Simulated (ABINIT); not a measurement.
# Ge (P6_3/mmc) in ABINIT: further runs

The runs below take Ge through G0W0 quasiparticle levels, evGW0 quasiparticle levels, with PBEsol.

All numbers are computed with ABINIT 10.8.3 (patched build); they aren't measurements. Logs are shortened: lines on timing, memory, paths and dates and some standing lists are left out, and cuts for length are marked. The log counts tension as positive stress, the text compression.

## (1) The crystal as given

Symmetry: P6_3/mmc, No. 194, hexagonal system. The conventional cell has a = 3.998 Å, b = 3.998 Å, c = 6.599 Å, α = 90.00°, β = 90.00°, γ = 120.00°. Ge (site symmetry 3m) has 4 Ge at 2.45 to 2.47 Å as nearest neighbours.

This isn't the form of Ge at room conditions, which is diamond.

## (2) G0W0 quasiparticle levels, PBEsol (cell relaxed at zero pressure by an earlier run)

Contents of run.abi:

```
ndtset 4

pp_dirpath "./"
pseudos "Ge.upf"

acell 7.5680266978 7.5680267061 12.4509832892
rprim
     1.0000000000     0.0000000000     0.0000000000
    -0.4999999995     0.8660254041     0.0000000000
     0.0000000000     0.0000000000     1.0000000000
ntypat 1
znucl 32
natom 4
typat 1 1 1 1
chkprim 0
chksymtnons 0
tolsym 1.0e-6
xred
            1/3            2/3   0.9371964800
            2/3            1/3   0.4371964800
            1/3            2/3   0.5628035200
            2/3            1/3   0.0628035200

ecut 39.0
ecutsm 0.5

kptopt 1
ngkpt 4 4 2
nshiftk 1
shiftk 0.0 0.0 0.0
istwfk *1

ixc -116133

occopt 1

nstep 80
diemac 6.0

iomode 3
prteig 0
prtebands 0

nband1 28
tolvrs1 1.0e-12
prtden1 1
prtwf1 0

iscf2 -2
getden2 1
nband2 268
nbdbuf2 24
tolwfr2 1.0e-12
nstep2 120
prtden2 0

optdriver3 3
getwfk3 2
nband3 244
ecuteps3 5.5
ecutwfn3 23.0
inclvkb3 2
gwcalctyp3 2
nfreqim3 8
nfreqre3 24
freqremax3 30.0 eV

optdriver4 4
getwfk4 2
nband4 244
ecuteps4 5.5
ecutsigx4 39.0
ecutwfn4 39.0
symsigma4 1
getscr4 3
gwcalctyp4 2
gw_qprange4 0
```

Potentials or basis: PseudoDojo NC SR PBEsol v0.4.1 standard.

The run is started by

```sh
$ mpirun --bind-to none -np 4 abinit run.abi > log 2>&1
```

run.abo:

```text
.Version 10.8.3 of ABINIT
 DATASET    1 : space group P6_3/m m c (#194); Bravais hP (primitive hexag.)
================================================================================
 Values of the parameters that define the memory need for DATASET  1.
     intxc =       0    ionmov =       0      iscf =       7    lmnmax =       6
     lnmax =       6     mgfft =      72  mpssoang =       3    mqgrid =    3501
     natom =       4  nloc_mem =       1    nspden =       1   nspinor =       1
    nsppol =       1      nsym =      24    n1xccc =    2501    ntypat =       1
    occopt =       1   xclevel =       2
       mpw =        7223          nfft =      145800          nkpt =           8
================================================================================
================================================================================
[... 25 lines left out ...]
 DATASET    4 : space group P6_3/m m c (#194); Bravais hP (primitive hexag.)
================================================================================
 Values of the parameters that define the memory need for DATASET  4.
     intxc =       0    ionmov =       0      iscf =       7    lmnmax =       6
     lnmax =       6     mgfft =      72  mpssoang =       3    mqgrid =    3501
     natom =       4  nloc_mem =       1    nspden =       1   nspinor =       1
    nsppol =       1      nsym =      24    n1xccc =    2501    ntypat =       1
    occopt =       1   xclevel =       2
       mpw =        7223          nfft =      145800          nkpt =           8
================================================================================
================================================================================

--------------------------------------------------------------------------------
------------- Echo of variables that govern the present computation ------------
--------------------------------------------------------------------------------
 -outvars: echo values of preprocessed input variables --------
            acell      7.5680266978E+00  7.5680267061E+00  1.2450983289E+01 Bohr
              amu      7.26100000E+01
          chkprim           0
      chksymtnons           0
           diemac      6.00000000E+00
             ecut1     3.90000000E+01 Hartree
             ecut2     3.90000000E+01 Hartree
             ecut3     2.30000000E+01 Hartree
             ecut4     3.90000000E+01 Hartree
          ecuteps1     0.00000000E+00 Hartree
          ecuteps2     0.00000000E+00 Hartree
          ecuteps3     5.50000000E+00 Hartree
          ecuteps4     5.50000000E+00 Hartree
         ecutsigx1     0.00000000E+00 Hartree
         ecutsigx2     0.00000000E+00 Hartree
         ecutsigx3     0.00000000E+00 Hartree
         ecutsigx4     3.90000000E+01 Hartree
           ecutsm      5.00000000E-01 Hartree
          ecutwfn1     0.00000000E+00 Hartree
          ecutwfn2     0.00000000E+00 Hartree
          ecutwfn3     2.30000000E+01 Hartree
          ecutwfn4     3.90000000E+01 Hartree
        freqremax1     0.00000000E+00 Hartree
        freqremax2     0.00000000E+00 Hartree
        freqremax3     1.10247967E+00 Hartree
        freqremax4     0.00000000E+00 Hartree
           getden1          0
           getden2          1
           getden3          0
           getden4          0
           getscr1          0
           getscr2          0
           getscr3          0
           getscr4          3
           getwfk1          0
           getwfk2          0
           getwfk3          2
           getwfk4          2
        gwcalctyp1          0
        gwcalctyp2          0
        gwcalctyp3          2
        gwcalctyp4          2
             iscf1          7
             iscf2         -2
             iscf3          7
             iscf4          7
              ixc     -116133
           jdtset        1    2    3    4
         kptrlatt        4    0    0      0    4    0      0    0    2
          kptrlen      2.49019666E+01
            natom           4
            nband1         28
            nband2        268
            nband3        244
            nband4        244
           nbdbuf1          0
           nbdbuf2         24
           nbdbuf3          0
           nbdbuf4          0
           ndtset           4
          nfreqim1         -1
          nfreqim2         -1
          nfreqim3          8
          nfreqim4         -1
          nfreqre1         -1
          nfreqre2         -1
          nfreqre3         24
          nfreqre4         -1
            ngfft1         45      45      72
            ngfft2         45      45      72
            ngfft3         36      36      54
            ngfft4         45      45      72
             nkpt           8
[... 638 lines left out ...]
12 -116133 2 -1 1560                          pspcod,pspxc,lmax,lloc,mmax
     nproj     2     2     2

--------------------------------------------------------------------------------

 ==== K-mesh for the wavefunctions ====
 Number of points in the irreducible wedge :     8
 Reduced coordinates and weights :

     1)     0.00000000E+00  0.00000000E+00  0.00000000E+00       0.03125
     2)     2.50000000E-01  0.00000000E+00  0.00000000E+00       0.18750
     3)     5.00000000E-01  0.00000000E+00  0.00000000E+00       0.09375
     4)     2.50000000E-01  2.50000000E-01  0.00000000E+00       0.18750
     5)     0.00000000E+00  0.00000000E+00  5.00000000E-01       0.03125
     6)     2.50000000E-01  0.00000000E+00  5.00000000E-01       0.18750
     7)     5.00000000E-01  0.00000000E+00  5.00000000E-01       0.09375
     8)     2.50000000E-01  2.50000000E-01  5.00000000E-01       0.18750

 Together with 24 symmetry operations and time-reversal symmetry
 yields    32 points in the full Brillouin Zone.

 ==== Q-mesh for screening function ====
 Number of points in the irreducible wedge :     8
 Reduced coordinates and weights :

     1)     0.00000000E+00  0.00000000E+00  0.00000000E+00       0.03125
     2)     2.50000000E-01  0.00000000E+00  0.00000000E+00       0.18750
     3)     5.00000000E-01  0.00000000E+00  0.00000000E+00       0.09375
     4)     2.50000000E-01  2.50000000E-01  0.00000000E+00       0.18750
     5)     0.00000000E+00  0.00000000E+00  5.00000000E-01       0.03125
     6)     2.50000000E-01  0.00000000E+00  5.00000000E-01       0.18750
     7)     5.00000000E-01  0.00000000E+00  5.00000000E-01       0.09375
     8)     2.50000000E-01  2.50000000E-01  5.00000000E-01       0.18750

 Together with 24 symmetry operations and time-reversal symmetry
 yields    32 points in the full Brillouin Zone.

 vcoul_init : cutoff-mode = AUXILIARY_FUNCTION
 q-points for optical limit:   1
     1)      0.000010    0.000020    0.000030
 setmesh: FFT mesh size selected  =    40x   40x   72
          total number of points  =       115200

 Number of electrons calculated from density =   56.0000; Expected =   56.0000
 average of density, n =  0.090675
 r_s =    1.3808
 omega_plasma =   29.0469 [eV]

 === KS Band Gaps ===
  >>>> For spin  1
   Minimum direct gap =   0.1673 [eV], located at k-point      :   0.0000  0.0000  0.0000
   Fundamental gap    =   0.1673 [eV], Top of valence bands at :   0.0000  0.0000  0.0000
                                       Bottom of conduction at :   0.0000  0.0000  0.0000
 SIGMA fundamental parameters:
 CONTOUR DEFORMATION
 number of plane-waves for SigmaX                 7223
 number of plane-waves for SigmaC and W            373
 number of plane-waves for wavefunctions          7223
 number of bands                                   244
 number of independent spin polarizations            1
 number of spinorial components                      1
 number of k-points in IBZ                           8
 number of q-points in IBZ                           8
 number of symmetry operations                      24
 number of k-points in BZ                           32
 number of q-points in BZ                           32
 number of frequencies for dSigma/dE                 9
 frequency step for dSigma/dE [eV]                0.25
 number of omega for Sigma on real axis              0
 max omega for Sigma on real axis  [eV]           0.00
 zcut for avoiding poles [eV]                     0.10

 EPSILON^-1 parameters (SCR file):
 dimension of the eps^-1 matrix on file            373
 dimension of the eps^-1 matrix used               373
 number of plane-waves for wavefunctions          3261
 number of bands                                   244
 number of q-points in IBZ                           8
 number of frequencies                              32
 number of real frequencies                         24
 number of imag frequencies                          8

 matrix elements of self-energy operator (all in [eV])

 Perturbative Calculation

--- !SelfEnergy_ee
iteration_state: {dtset: 4, }
kpoint     : [   0.000,    0.000,    0.000, ]
spin       : 1
KS_gap     :    0.167
QP_gap     :   -0.094
Delta_QP_KS:   -0.261
data: !SigmaeeData |
     Band     E0 <VxcDFT>   SigX SigC(E0)      Z dSigC/dE  Sig(E)    E-E0       E
       28   3.836 -15.145 -14.422  -1.166   0.770  -0.299 -15.486  -0.341   3.496
       28   0.000   0.000   0.000  -0.000   0.000   0.000  -0.000  -0.000  -0.000
       29   4.004 -12.848 -12.014  -1.619   0.767  -0.304 -13.450  -0.602   3.402
       29   0.000   0.000   0.000  -0.000   0.000   0.000  -0.000  -0.000  -0.000
       30   4.004 -12.848 -12.014  -1.619   0.767  -0.304 -13.450  -0.602   3.402
       30   0.000   0.000   0.000  -0.000   0.000   0.000  -0.000  -0.000  -0.000
...

== END DATASET(S) ==============================================================
================================================================================

 -outvars: echo values of variables after computation  --------
            acell      7.5680266978E+00  7.5680267061E+00  1.2450983289E+01 Bohr
           etotal1    -3.5679648064E+02
           etotal3     0.0000000000E+00
           etotal4     0.0000000000E+00
            fcart1     1.8216563040E-26  1.0517337560E-26 -9.1889423361E-04
                      -3.6433126079E-26 -2.0344583207E-36 -9.1889423361E-04
                       1.8216563040E-26 -5.2586687795E-26  9.1889423361E-04
                      -0.0000000000E+00  4.2069350237E-26  9.1889423361E-04
            fcart3     0.0000000000E+00  0.0000000000E+00  0.0000000000E+00
                       0.0000000000E+00  0.0000000000E+00  0.0000000000E+00
                       0.0000000000E+00  0.0000000000E+00  0.0000000000E+00
                       0.0000000000E+00  0.0000000000E+00  0.0000000000E+00
            fcart4     0.0000000000E+00  0.0000000000E+00  0.0000000000E+00
                       0.0000000000E+00  0.0000000000E+00  0.0000000000E+00
                       0.0000000000E+00  0.0000000000E+00  0.0000000000E+00
                       0.0000000000E+00  0.0000000000E+00  0.0000000000E+00
            rprim      1.0000000000E+00  0.0000000000E+00  0.0000000000E+00
                      -4.9999999950E-01  8.6602540410E-01  0.0000000000E+00
                       0.0000000000E+00  0.0000000000E+00  1.0000000000E+00
           strten1    -5.9853419338E-05 -5.9853472136E-05  2.2466674189E-05
                       0.0000000000E+00  0.0000000000E+00  1.0089399172E-12
           strten3     0.0000000000E+00  0.0000000000E+00  0.0000000000E+00
                       0.0000000000E+00  0.0000000000E+00  0.0000000000E+00
           strten4     0.0000000000E+00  0.0000000000E+00  0.0000000000E+00
                       0.0000000000E+00  0.0000000000E+00  0.0000000000E+00
           xangst     -1.2911472110E-10  2.3121880984E+00  6.1749782422E+00
                       2.0024136286E+00  1.1560940492E+00  2.8805899394E+00
                      -1.2911472110E-10  2.3121880984E+00  3.7081866661E+00
                       2.0024136286E+00  1.1560940492E+00  4.1379836332E-01
             xred      3.3333333333E-01  6.6666666667E-01  9.3719648000E-01
                       6.6666666667E-01  3.3333333333E-01  4.3719648000E-01
                       3.3333333333E-01  6.6666666667E-01  5.6280352000E-01
                       6.6666666667E-01  3.3333333333E-01  6.2803520000E-02
 Calculation completed.
```

Wall time 27 min (4 MPI ranks of Arm Neoverse V2, shared host); peak memory 3.8 GiB.

Results:

```yaml
Band_gap_on_the_k_mesh_mean-field_level: 0.17 eV, direct
Quasiparticle_gap: -0.09 eV
Least_direct_quasiparticle_gap: -0.09 eV
```

Quasiparticle levels (energies in eV):
```
              k  band   e ks      vxc  sigma x  sigma c      z   e qp  e qp imag
[0.0, 0.0, 0.0]    28  3.836  -15.145  -14.422   -1.166   0.77  3.496         -0
[0.0, 0.0, 0.0]    29  4.004  -12.848  -12.014   -1.619  0.767  3.402         -0
[0.0, 0.0, 0.0]    30  4.004  -12.848  -12.014   -1.619  0.767  3.402         -0
```

Caveat: the k mesh is coarse (spacing up to 0.48 Å⁻¹), so the values aren't converged; the k mesh is coarse for a many-body step; a filled d shell is in the valence without the s and p states of its shell, which makes GW gaps too small, often by several tenths of an eV; the sums over empty bands aren't extrapolated, so the gap can lie some tenths of an eV under the converged one, most of all in nitrides and oxides.

## (3) EvGW0 quasiparticle levels, PBEsol

Contents of run.abi:

```
# Datasets
ndtset 7

# Pseudopotentials
pp_dirpath "./"
pseudos "Ge.upf"

# Structure
acell 3*1.0 Angstrom
rprim
     3.9975858431     0.0000000000     0.0000000000
    -1.9987929216     3.4620108940     0.0000000000
     0.0000000000     0.0000000000     6.5993779500
ntypat 1
znucl 32
natom 4
typat 1 1 1 1
xred
            1/3            2/3   0.9370987500
            2/3            1/3   0.4370987500
            1/3            2/3   0.5629012500
            2/3            1/3   0.0629012500

# Plane-wave basis
ecut 35.0

# k points
kptopt 1
ngkpt 3 3 1
nshiftk 1
shiftk 0.0 0.0 0.0
istwfk *1

# Exchange and correlation
ixc -116133

# Bands and occupations
occopt 1

# SCF cycle
nstep 80
diemac 6.0

# Output
iomode 3
prteig 0
prtebands 0

# Dataset 1: ground state
nband1 28
tolvrs1 1.0e-12
prtden1 1
prtwf1 0

# Dataset 2: empty bands at fixed density
iscf2 -2
getden2 1
nband2 160
nbdbuf2 14
tolwfr2 1.0e-12
nstep2 120
prtden2 0

# Dataset 3: screening
optdriver3 3
getwfk3 2
nband3 146
ecuteps3 4.7
ecutwfn3 21.0
inclvkb3 2
gwcalctyp3 10

# Dataset 4: self-energy
optdriver4 4
getwfk4 2
nband4 146
ecuteps4 4.7
ecutsigx4 35.0
ecutwfn4 35.0
symsigma4 1
gwcalctyp4 10
getscr4 3
gw_qprange4 -34

# Dataset 5: self-energy
optdriver5 4
getwfk5 2
nband5 146
ecuteps5 4.7
ecutsigx5 35.0
ecutwfn5 35.0
symsigma5 1
gwcalctyp5 10
getscr5 3
getqps5 4
gw_qprange5 -34

# Dataset 6: self-energy
optdriver6 4
getwfk6 2
nband6 146
ecuteps6 4.7
ecutsigx6 35.0
ecutwfn6 35.0
symsigma6 1
gwcalctyp6 10
getscr6 3
getqps6 5
gw_qprange6 -34

# Dataset 7: self-energy
optdriver7 4
getwfk7 2
nband7 146
ecuteps7 4.7
ecutsigx7 35.0
ecutwfn7 35.0
symsigma7 1
gwcalctyp7 10
getscr7 3
getqps7 6
gw_qprange7 -34
```

Potentials or basis: PseudoDojo NC SR PBEsol v0.4.1 standard.

The run is started by

```sh
$ mpirun --bind-to none -np 4 abinit run.abi > log 2>&1
```

run.abo:

```text
.Version 10.8.3 of ABINIT
 DATASET    1 : space group P6_3/m m c (#194); Bravais hP (primitive hexag.)
================================================================================
 Values of the parameters that define the memory need for DATASET  1.
     intxc =       0    ionmov =       0      iscf =       7    lmnmax =       6
     lnmax =       6     mgfft =      72  mpssoang =       3    mqgrid =    3322
     natom =       4  nloc_mem =       1    nspden =       1   nspinor =       1
    nsppol =       1      nsym =      24    n1xccc =    2501    ntypat =       1
    occopt =       1   xclevel =       2
       mpw =        6112          nfft =      145800          nkpt =           3
================================================================================
================================================================================
[... 61 lines left out ...]
 DATASET    7 : space group P6_3/m m c (#194); Bravais hP (primitive hexag.)
================================================================================
[... 2131 lines left out ...]
           strten1    -2.8669482883E-04 -2.8669482951E-04  3.4469917356E-04
                       0.0000000000E+00  0.0000000000E+00  2.5872944846E-13
           strten3     0.0000000000E+00  0.0000000000E+00  0.0000000000E+00
                       0.0000000000E+00  0.0000000000E+00  0.0000000000E+00
           strten4     0.0000000000E+00  0.0000000000E+00  0.0000000000E+00
                       0.0000000000E+00  0.0000000000E+00  0.0000000000E+00
           strten5     0.0000000000E+00  0.0000000000E+00  0.0000000000E+00
                       0.0000000000E+00  0.0000000000E+00  0.0000000000E+00
           strten6     0.0000000000E+00  0.0000000000E+00  0.0000000000E+00
                       0.0000000000E+00  0.0000000000E+00  0.0000000000E+00
           strten7     0.0000000000E+00  0.0000000000E+00  0.0000000000E+00
                       0.0000000000E+00  0.0000000000E+00  0.0000000000E+00
           xangst     -3.3333590531E-11  2.3080072627E+00  6.1842688277E+00
                       1.9987929215E+00  1.1540036313E+00  2.8845798527E+00
                      -3.3333590531E-11  2.3080072627E+00  3.7147980973E+00
                       1.9987929215E+00  1.1540036313E+00  4.1510912228E-01
             xred      3.3333333333E-01  6.6666666667E-01  9.3709875000E-01
                       6.6666666667E-01  3.3333333333E-01  4.3709875000E-01
                       3.3333333333E-01  6.6666666667E-01  5.6290125000E-01
                       6.6666666667E-01  3.3333333333E-01  6.2901250000E-02
 Calculation completed.
```

Wall time 14 min (4 MPI ranks of AMD EPYC 7R43 (Zen 3), shared host); peak memory 2.2 GiB.

The run converged, but some of its settings lie outside the range that counts as converged, so its numbers aren't taken as properties of the crystal.

What came out:

| Quantity | Value |
| --- | --- |
| Band gap on the k mesh, mean-field level | 0.14 eV, direct |
| Quasiparticle gap | 0.05 eV |
| Least direct quasiparticle gap | 0.05 eV |

Caveat: the k mesh is coarse (spacing up to 0.95 Å⁻¹), so the values aren't converged; the k mesh is coarse for a many-body step; a filled d shell is in the valence without the s and p states of its shell, which makes GW gaps too small, often by several tenths of an eV; the sums over empty bands aren't extrapolated, so the gap can lie some tenths of an eV under the converged one, most of all in nitrides and oxides; an odd mesh through Γ misses points on the zone boundary, where band edges often lie.
